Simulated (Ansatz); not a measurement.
**Cl (bcc type): how the settings move a single-point run**

Aim: see which settings change the result for Cl (bcc type), by how much, and at what cost.

Method: reference: DFT, PBE, all-electron PAW with datasets made for the crystal, scalar-relativistic, in Ansatz 0.2.0.

1 further run of the same task is left out (set aside as unsound or not needed).

## Step 1: The structure to begin with

The structure is cubic, space group Im-3m (No. 229). The conventional cell has a = 3.509 Å, b = 3.509 Å, c = 3.509 Å, α = 90.00°, β = 90.00°, γ = 90.00°. Around Cl (site symmetry m-3m) lie 8 Cl at 3.04 Å.

Coordinates:

```xyz
1
Lattice="-1.7544 1.7544 1.7544 1.7544 -1.7544 1.7544 1.7544 1.7544 -1.7544" Properties=species:S:1:pos:R:3 pbc="T T T"
Cl    0.0000    0.0000    0.0000
```

## Step 2: Reference

input.yaml

```yaml
crystal:
  lattice:
    - [-1.7544276415, 1.7544276415, 1.7544276415]
    - [1.7544276415, -1.7544276415, 1.7544276415]
    - [1.7544276415, 1.7544276415, -1.7544276415]
  atoms:
    - { symbol: Cl, position: [0.0, 0.0, 0.0] }
kpoints:
  mp_grid: { grid: [17, 17, 17] }
scf:
  occupations: { method: fermi_dirac, width: 0.1 }
hamiltonian:
  xc: pbe
  pseudopotentials: { kind: all_electron, datasets: crystal }
output:
  forces: true
  stress: true
  eigenvalues: true
```

The run is started by

```bash
> ansatz run input.yaml --threads 1 --pin off --max-ram 2048MiB --backend cpu --events-out ev --progress --plain --runs-dir out
```

## Step 3: Variant: mp_grid.grid [6, 6, 6], preconditioner kerker_dos

input.yaml, as its differences from that of step 2:

```diff
@@ -8,5 +8,6 @@
 kpoints:
-  mp_grid: { grid: [17, 17, 17] }
+  mp_grid: { grid: [6, 6, 6] }
 scf:
   occupations: { method: fermi_dirac, width: 0.1 }
+  mixing: { preconditioner: kerker_dos }
 hamiltonian:
```

**Question.** What will these runs give? Wanted: for each run, ending; energy change; pressure; gap; force.

As calculated:

```
                                                 run     ending   energy change  pressure (GPa)  gap (eV)  force (eV/Å)  cycles    time
                                           reference  converged               0             0.0      0.00          0.00       5   3.9 s
1: mp_grid.grid [6, 6, 6], preconditioner kerker_dos  converged  -22.6 meV/atom            -0.4      0.00          0.00       7  0.88 s
```

Residual by cycle in the longest SCF loop of each run; runs are numbered as in the table. The quantity is the density residual dr2, in eV.

```
cycle  reference    run 1
    1    0.00257  0.00316
    2     3.2e-4  0.00145
    3     1.2e-5   1.4e-4
    4     5.2e-7   4.8e-5
    5     1.8e-8   5.8e-7
    6          -   5.8e-8
    7          -   3.7e-9
```

**Reading.** Changing the k-point mesh and mixing moves the energy by -22.6 meV/atom, and the pressure goes from 0.0 to -0.4 GPa. The energy is not variational in the mesh, so the sign tells nothing. Of the settings changed, the mesh is the one that moves energies this far. Cost: 7 SCF cycles against 5, 0.88 s against 3.9 s.
